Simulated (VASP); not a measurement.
# Sc (P6_3/mmc) in VASP: further runs, part 2 of 2

VASP 6.6.1.

**3. Optical spectrum, LDA+U (atoms moved at random, drawn with an rms of 0.15 Å)**

Input file INCAR:

```
PREC = Accurate
ENCUT = 520
EDIFF = 1E-6
ISMEAR = 0
SIGMA = 0.01
LREAL = False
LASPH = True
NELM = 100
ALGO = Fast
ISIF = 2
LWAVE = False
LCHARG = False
LMAXMIX = 4
LDAU = True
LDAUTYPE = 1
LDAUL = 2
LDAUU = 4
LDAUJ = 0.5
LDAUPRINT = 1
LOPTICS = True
NBANDS = 35
NEDOS = 1000
CSHIFT = 0.1
```

Input file KPOINTS:

```
Automatic mesh
0
Gamma
  9 9 5
```

Input file POSCAR:

```
Sc
3.309
    1.000000000000      0.000000000000      0.000000000000
   -0.500000000000      0.866025403778      0.000000000000
    0.000000000000      0.000000000000      1.593623451194
Sc
2
Direct
    0.5985010000      0.3015700000      0.7326180000
    0.2980790000      0.6582250000      0.2637880000
```

Potentials or basis: VASP PAW LDA potentials, release 64 (Sc_sv).

Run with:

```sh
cat potpaw_LDA.64/Sc_sv/POTCAR > POTCAR
mpirun -np 1 vasp_std > vasp.out
```

OUTCAR:

```text
PREC = Accurate
   ENCUT = 520
   EDIFF = 1E-6
   ISMEAR = 0
   LREAL = False
   LASPH = True
   NELM = 100
   ISIF = 2

 ion  position               nearest neighbor table
   1  0.599  0.302  0.733-   2 3.08   2 3.11   2 3.18   2 3.35   2 3.38
   2  0.298  0.658  0.264-   1 3.08   1 3.11   1 3.18   1 3.35   1 3.38

  LATTYP: Found a hexagonal cell.
 ALAT       =     3.3090000000
 C/A-ratio  =     1.5936234512

  Lattice vectors:

 A1 = (   3.3090000000,   0.0000000000,   0.0000000000)
 A2 = (  -1.6545000000,   2.8656780611,   0.0000000000)
 A3 = (   0.0000000000,   0.0000000000,   5.2733000000)

Analysis of symmetry for initial positions (statically):
[... 926 lines left out ...]
     1.83167    21.36666    21.41469    20.77907    -0.60140    -0.74363    -0.85809
     2.74750     7.64956     7.82471     9.38274    -0.08558     0.20904     0.11203
     3.66333     4.93471     4.80716     5.89137     0.00253     0.18702     0.22777
     4.57917     4.37000     4.69270     3.99060    -0.23522     0.10346     0.09585
[... 92 lines left out ...]
    89.75167     0.00014     0.00014     0.00014     0.00000    -0.00000    -0.00000
    90.66751     0.00013     0.00013     0.00013     0.00000    -0.00000    -0.00000

  frequency dependent      REAL DIELECTRIC FUNCTION (independent particle, no local field effects) density-density
     E(ev)        X           Y           Z          XY          YZ          ZX
  --------------------------------------------------------------------------------------------------------------
     0.00000    55.20291    57.71820    62.13136    -1.01942    -9.83911   -14.24877
     0.91583    18.48758    22.26488    14.96406    -2.53099     0.63089     0.35282
     1.83167     0.05711    -2.99872     7.12321     1.84247    -0.46926    -0.59598
     2.74750    -2.71312    -3.13980    -5.31194     0.19139     0.26049     0.46008
     3.66333     0.76805     0.61847     0.50217     0.05322    -0.05888    -0.03940
     4.57917    -1.54053    -1.72978    -1.83299     0.01282    -0.01745     0.04593
[... 92 lines left out ...]
    89.75167     0.94481     0.94470     0.94590     0.00005    -0.00002    -0.00001
    90.66751     0.94605     0.94594     0.94711     0.00005    -0.00002    -0.00001

  frequency dependent IMAGINARY DIELECTRIC FUNCTION (independent particle, no local field effects) current-current
     E(ev)      X         Y         Z        XY        YZ        ZX
  --------------------------------------------------------------------------------------------------------------
     0.00000    86.77336    98.67684    78.51926    -7.84702    -6.62892   -10.89858
     0.91583    24.52536    31.47127    14.82344    -3.83863     0.51567     1.02835
     1.83167    21.19216    20.85545    21.40067    -0.37436    -0.80465    -0.91133
     2.74750     7.36834     7.51134     8.88939    -0.06928     0.23049     0.15241
     3.66333     4.91424     4.78043     5.85979     0.00145     0.18084     0.22440
     4.57917     4.25557     4.57165     3.86273    -0.23554     0.10318     0.09834
[... 92 lines left out ...]
    89.75167     0.00001     0.00001     0.00001     0.00000    -0.00000    -0.00000
    90.66751     0.00001     0.00001     0.00001     0.00000    -0.00000    -0.00000

  frequency dependent      REAL DIELECTRIC FUNCTION (independent particle, no local field effects) current-current
     E(ev)        X           Y           Z          XY          YZ          ZX
  --------------------------------------------------------------------------------------------------------------
     0.00000    18.41888    21.36515     0.98806     0.16343     5.10154     9.07447
     0.91583    14.27777    16.83611    12.86411    -1.71886     0.41539    -0.06508
     1.83167    -2.14327    -5.17003     5.03238     1.85555    -0.41951    -0.59069
     2.74750    -3.21360    -3.63983    -5.87690     0.18782     0.24111     0.42716
     3.66333     0.53295     0.39709     0.23978     0.05071    -0.07176    -0.06259
     4.57917    -1.70640    -1.90514    -1.97826     0.02399    -0.02317     0.03309
[... 92 lines left out ...]
    89.75167     0.94487     0.94476     0.94598     0.00005    -0.00003    -0.00003
    90.66751     0.94611     0.94600     0.94719     0.00005    -0.00003    -0.00003
```

stdout:

```text
POSCAR found type information on POSCAR Sc
 POSCAR found :  1 types and       2 ions
 scaLAPACK will be used
 LDA part: xc-table for (Slater(with rela. corr.)+CA(PZ))
 , standard interpolation
 POSCAR, INCAR and KPOINTS ok, starting setup
 FFT: planning ... GRIDC
 FFT: planning ... GRID_SOFT
 FFT: planning ... GRID
 WAVECAR not read
 entering main loop
 optical routines
 imaginary and real dielectric function
 recalculating local potential from charge density
 direction            1
 direction            2
 direction            3
```

It took 5.4 min on 1 thread of Intel Xeon Platinum 8488C (Sapphire Rapids), shared host; peak memory 0.58 GiB.

Results:

| Property | Result |
| --- | --- |
| Free energy | -10.3596 eV |
| Pressure | 1.1 GPa |
| Largest force | 0.874 eV/Å |
| Band gap on the k mesh | none (metal or under the smearing width) |

Forces in eV/Å, atoms in the order of the input:
```
Sc   0.099  0.107  0.862
Sc  -0.099 -0.107 -0.862
```

Stress tensor (GPa, compression positive):
```
 0.63 -0.39  0.36
-0.39  1.38  0.33
 0.36  0.33  1.18
```

Dielectric function (mean over the directions given):
```
energy (eV)  real part  imaginary part
       0.27      24.69           11.03
       0.73      21.36           16.30
       1.28      17.79           18.75
       1.74       4.66           23.70
       2.29      -2.51           17.23
       2.75      -3.72            8.29
       3.30      -1.63            4.95
       3.75       0.80            5.08
       4.30      -0.77            6.31
       4.76      -0.99            3.34
       5.31       0.91            3.08
       5.77       2.45            4.02
       6.32       0.18            6.46
       6.78      -0.20            6.65
       7.33      -3.27            4.68
       7.78      -2.85            3.61
       8.33      -1.93            1.54
       8.79      -1.88            1.76
       9.34      -1.37            0.84
       9.80      -0.97            0.63
      10.35      -0.68            0.50
      10.81      -0.44            0.40
      11.36      -0.25            0.30
      11.81      -0.08            0.30
      12.36       0.00            0.26
      12.82       0.14            0.23
      13.37       0.22            0.20
      13.83       0.29            0.17
      14.38       0.44            0.14
      14.84       0.46            0.15
      15.39       0.54            0.12
      15.84       0.58            0.12
      16.39       0.63            0.09
      16.85       0.67            0.09
      17.40       0.76            0.07
      17.86       0.77            0.09
      18.41       0.82            0.07
      18.87       0.87            0.06
      19.42       0.88            0.06
      19.97       0.94            0.05
```

Eigenvalues of the final occupation matrices:
```tsv
site	spin	trace	eigenvalues
site 1 d	1	0.41	0.08 0.08 0.08 0.08 0.09
site 1 d	2	0.41	0.08 0.08 0.08 0.08 0.09
site 2 d	1	0.41	0.08 0.08 0.08 0.08 0.09
site 2 d	2	0.41	0.08 0.08 0.08 0.08 0.09
```

Caveat: spectra need much finer meshes, so this one isn't converged; independent-particle spectra lack excitons; the intraband (Drude) part of a metal's response may be missing; U without spin polarisation on a metal has little footing; the U is typed as a test and isn't derived for this compound.

**4. Density of states, r2SCAN+rVV10+U**

Input file INCAR:

```
SYSTEM = Sc
PREC = Accurate ; ENCUT = 520
EDIFF = 1E-6 ; ISMEAR = -5
SIGMA = 0.2 ; LREAL = .False.
LASPH = .True. ; NELM = 80
ALGO = Normal ; ISIF = 2
LWAVE = .False. ; LCHARG = .False.
LMAXMIX = 4 ; LDAU = .True.
LDAUTYPE = 2 ; LDAUL = 2
LDAUU = 6.2 ; LDAUJ = 0
LDAUPRINT = 1 ; METAGGA = R2SCAN
LMIXTAU = .True. ; LUSE_VDW = .True.
IVDW_NL = 2 ; BPARAM = 11.95
CPARAM = 0.0093 ; LORBIT = 10
MAXMIX = 5 ; NEDOS = 1001
```

Input file KPOINTS:

```
Automatic mesh
0
Gamma
  11 11 6
  0 0 0
```

POSCAR, as its differences from that of step 3:

```diff
@@ -8,3 +8,3 @@
 Direct
-    0.5985010000      0.3015700000      0.7326180000
-    0.2980790000      0.6582250000      0.2637880000
+    0.6666666667      0.3333333333      0.7500000000
+    0.3333333333      0.6666666667      0.2500000000
```

Potentials or basis: VASP PAW PBE potentials, release 64 (Sc_sv).

Run with:

```sh
cat potpaw_PBE.64/Sc_sv/POTCAR > POTCAR
mpirun -np 1 vasp_std > vasp.out
```

It took 6.5 min on 1 thread of Intel Xeon Platinum 8488C (Sapphire Rapids), shared host; peak memory 0.33 GiB.

It converged, with:

```yaml
Free_energy: -17.7878 eV
Pressure: 10.9 GPa
Band_gap_on_the_k_mesh: none (metal or under the smearing width)
Valence_electrons_inside_the_program's_atomic_spheres: Sc 9.08
```

Stress tensor (GPa, compression positive):
```
10.84  0.00  0.00
 0.00 10.84  0.00
 0.00  0.00 11.17
```

Levels at points of the mesh, in eV from the Fermi level:
| k point | band 9 | band 10 | band 11 | band 12 | band 13 | band 14 |
| --- | --- | --- | --- | --- | --- | --- |
| (0.00, 0.00, 0.00) | -6.38 | -1.85 | -0.66 | 2.59 | 2.59 | 2.74 |
| (0.00, 0.00, 0.50) | -4.80 | -4.80 | 1.46 | 1.46 | 2.55 | 2.55 |

States per cell in windows of 1 eV (zero at the Fermi level; states under -8 eV left out):
```csv
from (eV),total,Sc1_d,Sc2_d,Sc1_p,Sc2_p,Sc1_s,Sc2_s
-8.0,0.00,0.00,0.00,0.00,0.00,0.00,0.00
-7.0,0.03,0.00,0.00,0.00,0.00,0.00,0.00
-6.0,0.24,0.00,0.00,0.00,0.00,0.03,0.03
-5.0,0.41,0.00,0.00,0.01,0.01,0.05,0.05
-4.0,0.59,0.01,0.01,0.03,0.03,0.06,0.06
-3.0,0.91,0.05,0.05,0.04,0.04,0.07,0.07
-2.0,1.33,0.13,0.13,0.06,0.06,0.06,0.06
-1.0,2.57,0.41,0.41,0.13,0.13,0.02,0.02
0.0,1.59,0.36,0.36,0.05,0.05,0.01,0.01
1.0,2.90,0.81,0.81,0.07,0.07,0.01,0.01
2.0,3.11,1.05,1.05,0.03,0.03,0.01,0.01
3.0,0.33,0.12,0.12,0.00,0.00,0.00,0.00
4.0,0.00,0.00,0.00,0.00,0.00,0.00,0.00
5.0,0.00,0.00,0.00,0.00,0.00,0.00,0.00
```

Eigenvalues of the final occupation matrices:
```
    site  spin  trace               eigenvalues
site 1 d     1   0.30  0.06 0.06 0.06 0.06 0.06
site 1 d     2   0.30  0.06 0.06 0.06 0.06 0.06
site 2 d     1   0.30  0.06 0.06 0.06 0.06 0.06
site 2 d     2   0.30  0.06 0.06 0.06 0.06 0.06
```

Caveat: the PAW data sets were made with another functional, which shifts forces and pressure a little; U without spin polarisation on a metal has little footing; pairwise dispersion overbinds metals, which lowers pressure and volume; the U is typed as a test and isn't derived for this compound; tetrahedron occupations give inexact forces and stress in metals.

**5. Overview**

```csv
task,level,potentials or basis,U,cell,k mesh,cutoff (eV),smearing,LDAUTYPE,hund's J,other keys,gap on the mesh (eV),pressure (GPa)
band structure,PBE+D3+U,"VASP PAW PBE potentials, release 64 (Sc_sv)","Sc d U = 2 eV, J = 0.9 eV","atoms moved at random, drawn with an rms of 0.15 Å",9 × 9 × 5,500,gaussian 0.05 eV,1,0.9,-,-,-
optical spectrum,LDA+U,"VASP PAW LDA potentials, release 64 (Sc_sv)","Sc d U = 4 eV, J = 0.5 eV","atoms moved at random, drawn with an rms of 0.15 Å",9 × 9 × 5,520,gaussian 0.01 eV,1,0.5,-,none,1.1
density of states,r2SCAN+rVV10+U,"VASP PAW PBE potentials, release 64 (Sc_sv)",Sc d U = 6.2 eV,as given,11 × 11 × 6,520,tetrahedron,-,-,k = 11 × 11 × 6; MAXMIX = 5,none,10.9
```

Alike in all rows: no spin polarisation.

Caveats: U without spin polarisation on a metal has little footing; the U is typed as a test and isn't derived for this compound; pairwise dispersion overbinds metals, which lowers pressure and volume (some runs); spectra need much finer meshes, so this one isn't converged (some runs); independent-particle spectra lack excitons (some runs); the intraband (Drude) part of a metal's response may be missing (some runs); the PAW data sets were made with another functional, which shifts forces and pressure a little (some runs).

Total energies depend on the potentials used, so only differences within one code and one set of settings carry meaning.
